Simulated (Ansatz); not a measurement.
A calculation with Ansatz 0.2.0 of AlCo (native input, Cartesian positions):

Contents of input.yaml:

```yaml
crystal:
  lattice:
    - [2.81940321, 0.0, 0.0]
    - [0.0, 2.81940321, 0.0]
    - [0.0, 0.0, 2.81940321]
  atoms:
    - { symbol: Co, spin: 2.0, position_ang: [1.409701605, 1.409701605, 1.409701605] }
    - { symbol: Al, position_ang: [0.0, 0.0, 0.0] }
hamiltonian:
  xc: pbe
  pseudopotentials: { kind: nc, source: spms }
  dispersion: d3bj
  hubbard:
    sites: [{ species: Co, l: d, u_eff: 4.5 }]
    projectors: atomic
    double_counting: fll
magnetization:
  spin_polarized: true
kpoints:
  mp_grid: { grid: [9, 9, 9] }
scf:
  occupations: { method: tetrahedron }
  n_extra_bands: 6
output:
  forces: true
  stress: true
  dos: { projected: true, de: 0.05, nscf_kmesh: { grid: [14, 14, 14] } }
```

Potentials or basis: SPMS NC.

Command:

```bash
$ ansatz run input.yaml --threads 1 --pin off --max-ram 2560MiB --backend cpu --events-out ev --progress --plain --runs-dir out
```

The cell is a database's computed one.

Write the same calculation in another form: native input, structure typed inline.

As run:

input.yaml

```yaml
crystal:
  lattice:
    - [2.81940321, 0.0, 0.0]
    - [0.0, 2.81940321, 0.0]
    - [0.0, 0.0, 2.81940321]
  atoms:
    - { symbol: Co, position: [0.5, 0.5, 0.5], spin: 2.0 }
    - { symbol: Al, position: [0.0, 0.0, 0.0] }
hamiltonian:
  xc: pbe
  pseudopotentials: { kind: nc, source: spms }
  dispersion: d3bj
  hubbard:
    sites: [{ species: Co, l: d, u_eff: 4.5 }]
    projectors: atomic
    double_counting: fll
magnetization:
  spin_polarized: true
kpoints:
  mp_grid: { grid: [9, 9, 9] }
scf:
  occupations: { method: tetrahedron }
  n_extra_bands: 6
output:
  forces: true
  stress: true
  dos: { projected: true, de: 0.05, nscf_kmesh: { grid: [14, 14, 14] } }
```

Potentials or basis: SPMS NC.

Launch:

```bash
$ ansatz run input.yaml --threads 1 --pin off --max-ram 2560MiB --backend cpu --events-out ev --progress --plain --runs-dir out
```

Both were run:

|  | native input, Cartesian positions | native input, structure typed inline |
| --- | --- | --- |
| Pressure | -6.4 GPa | -6.4 GPa |
| Band gap on the k mesh | none (metal or under the smearing width) | none (metal or under the smearing width) |
| Net moment | 0.00 μB per cell | 0.00 μB per cell |
| Absolute moment | 0.00 μB per cell | 0.00 μB per cell |
| Density of states at the Fermi level | 0.53 states/eV per cell | 0.53 states/eV per cell |

Keys that steer only the numerical path or the files written may differ.

Caveat: the magnetic or orbital state may not be the lowest; the starting moments collapsed, and a magnetic state may lie lower; pairwise dispersion overbinds metals, which lowers pressure and volume; the U is typed as a test and isn't derived for this compound; with tetrahedron occupations forces and stress needn't match the slope of the energy; the starting moments weren't kept.
